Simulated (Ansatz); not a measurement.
Wanted: the native input for an Ansatz 0.2.0 run.

```
Task                : single point
Functional          : PBE
Potentials or basis : Ansatz PAW
Cutoff              : 420 eV (not typed: the program's choice for these potentials)
k mesh              : 8 × 8 × 8
Occupations         : gaussian, width 0.011 eV
Spin                : no spin polarisation
```

The system is MgSe.

```
Se Mg
1.0
     0.00000    2.72550    2.72550
     2.72550    0.00000    2.72550
     2.72550    2.72550    0.00000
Se Mg
1 1
Direct
  0.50000 0.50000 0.50000
  0.00000 0.00000 0.00000
```

The input as run:

input.yaml

```yaml
crystal:
  lattice:
    - [0.0, 2.7255, 2.7255]
    - [2.7255, 0.0, 2.7255]
    - [2.7255, 2.7255, 0.0]
  atoms:
    - { symbol: Se, position: [0.5, 0.5, 0.5] }
    - { symbol: Mg, position: [0.0, 0.0, 0.0] }
hamiltonian:
  xc: pbe
  pseudopotentials: { kind: paw }
kpoints:
  mp_grid: { grid: [8, 8, 8] }
scf:
  occupations: { method: gaussian, width: 0.011 }
output:
  forces: true
  stress: true
  eigenvalues: true
```

Potentials or basis: Ansatz PAW.

Command:

```bash
$ ansatz run input.yaml --threads 2 --pin off --max-ram 5632MiB --backend cpu --events-out ev --progress --plain --runs-dir out
```

Results of the run:

- Pressure: 2.0 GPa
- Band gap on the k mesh: 1.82 eV, indirect (least direct gap 2.61 eV)

Run time: 0.48 s on 2 threads of Intel(R) Xeon(R) 6975P-C (Granite Rapids), with other jobs on the host, peak memory 0.32 GiB.
